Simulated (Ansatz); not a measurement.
This run works on a generated trial structure, not on a known crystal.

Input and command of a plane-wave DFT calculation in Ansatz:

```yaml
crystal:
  lattice:
    - [1.3894849538, 2.4066585364, 0.0]
    - [-4.1684548614, 2.4066585364, 0.0]
    - [0.0, -1.6044390242, 6.4428975082]
  atoms:
    - { symbol: Co, position: [0.5, 0.5, 0.0], spin: 0.24 }
    - { symbol: Co, position: [0.0, 0.0, 0.0], spin: 0.24 }
    - { symbol: Pd, position: [0.75, 0.25, 0.5] }
    - { symbol: Pd, position: [0.25, 0.75, 0.5] }
    - { symbol: O, position: [0.0775578443, 0.3591859481, 0.1551156886] }
    - { symbol: O, position: [0.5775578443, 0.8591859481, 0.1551156886] }
    - { symbol: O, position: [0.4224421557, 0.1408140519, 0.8448843114] }
    - { symbol: O, position: [0.9224421557, 0.6408140519, 0.8448843114] }
basis:
  ecutwfc: 420
kpoints:
  mp_grid: { grid: [8, 4, 8] }
hamiltonian:
  xc: pbe
scf:
  occupations: { method: gaussian, width: 0.2 }
  lower_state_search: "off"
output:
  forces: true
  stress: true
  eigenvalues: true
  populations: true
magnetization:
  spin_polarized: true
```

```bash
ansatz run input.yaml --threads 1 --pin off --max-ram 2560MiB --backend cpu --events-out ev --progress --plain --runs-dir out
```

Processor: Arm Neoverse V1, 1 thread, on a host shared with other jobs.

Estimate time, memory and problem size.

About 110 s, peak memory 0.72 GiB. It solves 57 bands at 78 k points (after reduction by symmetry) with about 1709 plane waves, in 27 SCF iterations.
